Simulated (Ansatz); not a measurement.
Runs of Ansatz 0.2.0 on W. The structure is orthorhombic, space group Pbcm (No. 57). The conventional cell has a = 2.810 Å, b = 4.864 Å, c = 4.924 Å, α = 90.00°, β = 90.00°, γ = 90.00°. W (site symmetry m) has 12 W at 2.70 to 3.06 Å as nearest neighbours. This isn't the form of W at room conditions, which is bcc.

```csv
potentials or basis,cutoff (eV),basis error allowed,pressure (GPa),largest force (eV/Å)
"all-electron LAPW, non-relativistic",271,0.002 eV/atom,(a),0.20
"all-electron LAPW, scalar-relativistic",276,0.002 eV/atom,-10.6,0.07
all-electron PAW datasets made for the crystal,320,-,-10.6,0.07
"all-electron LAPW, inner shells corrected to Dirac's equation",276,0.002 eV/atom,-10.5,0.07
```

Alike in all rows: task band structure; level PBEsol; no spin polarisation; cell as given; k mesh 9 × 6 × 6; smearing fermi-dirac 0.05 eV.

Fill in the values left out.

(a) 2.8.

Caveats: relativity is left out, which matters for the heavier elements (some runs).

The runs don't all hold the same shells in valence.
